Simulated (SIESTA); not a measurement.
Crystal: HfO2.

```
CELL_PARAMETERS angstrom
5.11800 0.00000 0.00000
0.00000 5.18570 0.00000
-0.85866 0.00000 5.21387
ATOMIC_POSITIONS crystal
Hf 0.27550 0.46030 0.70800
Hf 0.72450 0.96030 0.79200
Hf 0.72450 0.53970 0.29200
Hf 0.27550 0.03970 0.20800
O 0.07420 0.16840 0.84670
O 0.92580 0.66840 0.65330
O 0.92580 0.83160 0.15330
O 0.07420 0.33160 0.34670
O 0.44870 0.74190 0.98010
O 0.55130 0.24190 0.51990
O 0.55130 0.25810 0.01990
O 0.44870 0.75810 0.48010
```

Base run:

```yaml
Program: SIESTA 5.4.2
Functional: PBE
Potentials_or_basis: PseudoDojo 0.4 standard (PBE files)
Basis: DZP (energy shift 0.003 Ry; two zetas on semicore shells)
Grid_cutoff: 800 Ry
Energy_shift: 0.003 Ry
k_mesh: 5 × 5 × 5
Occupations: fermi-dirac, width 0.05 eV
Spin: no spin polarisation
```

Its results: band gap on the k mesh 4.00 eV, indirect (least direct gap 4.07 eV); pressure 8.7 GPa; largest force 0.517 eV/Å.

**Question.** The run is repeated on the same cell with these changes: functional from PBE to LDA; potentials or basis from PseudoDojo 0.4 standard (PBE files) to PseudoDojo 0.4 standard (LDA files). What comes out?

**Answer.** Band gap on the k mesh 3.84 eV, indirect (least direct gap 3.92 eV); pressure -6.3 GPa; largest force 0.439 eV/Å.

Caveats: short orbitals over semicore shells can move pressures by several GPa; spin-orbit coupling is left out, which moves the levels of the heavy elements; the basis of atomic orbitals isn't converged, which shifts pressures, moduli and gaps; an odd mesh through Γ misses points on the zone boundary, where band edges often lie (some runs).
